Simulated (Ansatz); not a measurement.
Crystal: PbS.

```xyz
2
Lattice="2.1127 1.2197 3.4519 -2.1127 1.2197 3.4519 0.0000 -2.4395 3.4519" Properties=species:S:1:pos:R:3 pbc="T T T"
Pb    0.0000    0.0000   10.1545
S     0.0000    0.0000    4.9193
```

The cell is a database's computed one.

A run of Ansatz 0.2.0 on this cell left the log below. Logs are shortened: lines on timing, memory, paths and dates and some standing lists are left out, and cuts for length are marked.

```text
Warning: RAYON_NUM_THREADS=1 ignored (pool sized by the plan → 1); use --threads N
hamiltonian.pseudopotentials.datasets: crystal makes datasets for this crystal and solves the spheres of its atoms anew in each pass: cutoff 290.0 eV, the density's 1160.0 eV;, for an error of 0.50 meV an atom under PBE, 1.0 meV for the cell; an energy difference from a run of another recipe may be off by several times the error for the cell, under r2SCAN by more, where some 0.1 meV an atom stays at smaller errors; S in spheres of 1.376 Å, 6 of its electrons in bands; Pb in spheres of 1.376 Å, 14 of its electrons in bands
Engine: ansatz 0.2.0, x86_64-unknown-linux-gnu
Pseudopotentials: kind: all_electron
Pseudopotential: Pb, paw, valence charge 14, recommended cutoff 290 eV (normal), crystal/all_electron/pbe/scalar/gaussian/Pb, Koelling and Harmon's equation, gaussian nucleus
Pseudopotential: S, paw, valence charge 6, recommended cutoff 290 eV (normal), crystal/all_electron/pbe/scalar/gaussian/S, Koelling and Harmon's equation, gaussian nucleus
Functional definition: PBE0
  parameter a = 0.25
  parameter kappa = 0.804
  parameter beta = 0.06672455060314922
  exchange = (1 - a)*pbe_x(kappa = kappa, mu = beta*pi^2/3) + a*exact_x
  correlation = pbe_c(beta = beta)
Crystal: 2 atoms, lattice volume = 53.372 Å³
Basis set: ecut = 290 eV, 609 PW (Γ), exchange–correlation on 48×48×48 points (8 copies of the dense FFT grid, shifted against one another)
Bands: 14, of which v1, the nominal top of the filled ones, is band 10 counted from 1 (9 counted from 0)
Symmetry: 6 space group operations
Space group: R3m (ITA 160), of the structure as read, at distance tolerance 3.8e-5 Å
k-points: 32 of 216 (time reversal used)
Non-local potential: Pb, projectors of the file, l = 0: 1, l = 1: 1, l = 2: 2
Non-local potential: S, projectors of the file, l = 0: 1, l = 1: 1, l = 2: 2
PAW form: soft (Blöchl's): semilocal exchange-correlation on the pseudo side does not see the compensation charge
PAW one-centre angular grid: Pb, 590 points (default); XC on its mesh's 1809 points in the sphere
PAW one-centre angular grid: S, 110 points (default); XC on its mesh's 1989 points in the sphere
Initial density: superposition of atomic densities (neutral atoms: chi_scale 0, normalization atom)
Initial wavefunctions: pseudopotential atomic-orbital guess
Functional: x = 0.75 pbe(κ = 0.804, μ = 0.2195149727645171) + 0.25 exact, c = pbe(β = 0.06672455060314922)
iter 1 solved again at ethr=9.13e-3 eV; its pass at ethr=1.00e-1 eV (dr2=1.83e0 eV) is discarded
SCF iter   1: F=—  HF=-578930.864191 eV  |F-HF|=—  |Δ(HF+E_count)|=         —  Δρ=3.75e-2  dr2=1.82e0  ethr=9.13e-3  ⟨swp⟩=2.5  Hψ=2285  notcnv=0
preconditioner: auto → none  [insulator: Δε(μ)=0.949 eV  Ē_g=15.131 eV  σ=0.050 eV  W_gap=1.00  n_scr=14 (ndim 8)  ℏωp=22.7 eV  f_vac=0.000  D(μ)=0.00/eV (n_scr^D=0)]
[... 16 lines left out ...]
Stability not checked: this state was not tested for a lower state beside it, because the functional holds exact exchange (a hybrid, or Hartree-Fock), whose exchange loop this test does not read (fock_operator; see scf.lower_state_search)
Free energy (F): -578905.320738 eV
Harris-Foulkes:  -578905.320738 eV  (|F-HF|=7.22e-9)
Internal energy: -578905.320738 eV  (E = F + TS)
E sigma→0 (E₀):  -578905.320738 eV
Entropy (-TS):   -0.000000 eV (-0.000 meV/atom)
Past the cutoff: the bands carry plane waves up to 1.75 times it, of which those up to 1.5 times it add -0.000163 eV an atom, each by itself; the spheres take 0.000353 eV an atom off the energy for waves past 1.75 times it
Past the cutoffs: a stress includes 0.0011 GPa for waves and charges beyond them, in addition to the slope of what the spheres take
In the spheres:  the bands' charges fall short by 1.4e-6 e at most (sound up to 1e-3)
Fermi energy:    11.213208 eV
--- Per-component energies (eV) ---
  E_band       = -39.205299
  E_kinetic    = 243.486371
  E_local      = -1046.244620  (includes V_loc(G=0)·N_el)
  E_nonlocal   = 343.236799
  E_hartree    = 487.735505
  E_xc         = -106.963616
  E_vxc        = -131.450736  (∫ρ·V_xc dr)
  E_exx        = -50.695045  (= α·E_x^exact, valence–valence)
  E_paw        = -580572.314367  (= ΣΔE_a)
  E_vpaw       = -3620.522218  (= ΣTr[D̂ρ^β])
  E_ewald      = -1501.771229
  E_smearing   = -0.000000  (= −TS)
  E_closure    = 3298.209464  (closes the sum)
  Σ components = -578905.320738   (vs F -578905.320738, Δ=0.00e0)
  The terms above E_closure are by the made datasets' own strengths, without shells solved beside the bands.
--- Forces (eV/Å), atoms counted from 1 ---
  atom   1  Pb     0.00000000    -0.00000000     0.00030574
  atom   2  S      0.00000000     0.00000000    -0.00032047
  max |Σ_I F_I| component: 1.47e-5 eV/Å
--- Stress (GPa, compression-positive) ---
       -0.147915       0.000000       0.000000
        0.000000      -0.147915      -0.000000
        0.000000      -0.000000      -0.122074
  P = ⅓ Tr σ = -0.1393 GPa (-1.393 kbar)
--- Band table (eV; the first three rows and the last of 32) ---
  k-point 0: bands = ["-8.1937", "-8.1934", "-8.1934", "-8.1926", "-8.1926", "-4.5658", "3.9460", "7.9798", "7.9798", "7.9838", "17.1048", "17.1353"]
  k-point 1: bands = ["-8.2013", "-8.2009", "-8.1925", "-8.1831", "-8.1829", "-4.3224", "3.0875", "8.0631", "8.0661", "8.6527", "15.1843", "15.8493"]
  k-point 2: bands = ["-8.2179", "-8.2172", "-8.1915", "-8.1624", "-8.1621", "-3.7140", "1.6086", "8.2701", "8.2733", "9.7455", "13.0551", "14.2770"]
  k-point 31: bands = ["-8.2254", "-8.2254", "-8.1917", "-8.1518", "-8.1518", "-3.3053", "0.8527", "8.4056", "8.4056", "10.4642", "11.9624", "13.6419"]
```

Write the input and the command behind it.

Single point with PBE0, no spin polarisation. The files as run (others can give the same):

input.yaml
```yaml
crystal:
  lattice:
    - [2.1126617058, 1.2197458045, 3.4519162518]
    - [-2.1126617058, 1.2197458045, 3.4519162518]
    - [0.0, -2.4394916091, 3.4519162518]
  atoms:
    - { symbol: Pb, position: [0.98056578, 0.98056578, 0.98056578] }
    - { symbol: S, position: [0.47503555, 0.47503555, 0.47503555] }
kpoints:
  mp_grid: { grid: [6, 6, 6] }
scf:
  occupations: { method: fermi_dirac, width: 0.05 }
hamiltonian:
  xc: pbe0
  pseudopotentials: { kind: all_electron, datasets: crystal }
output:
  forces: true
  stress: true
```

Potentials or basis: all-electron PAW datasets made for the crystal.
Launch:
```sh
$ ansatz run input.yaml --threads 1 --pin off --max-ram 3072MiB --backend cpu --events-out ev --progress --plain --runs-dir out
```

Caveat: spin-orbit coupling is left out, which as a rule narrows the gap of such compounds by several tenths of an eV.
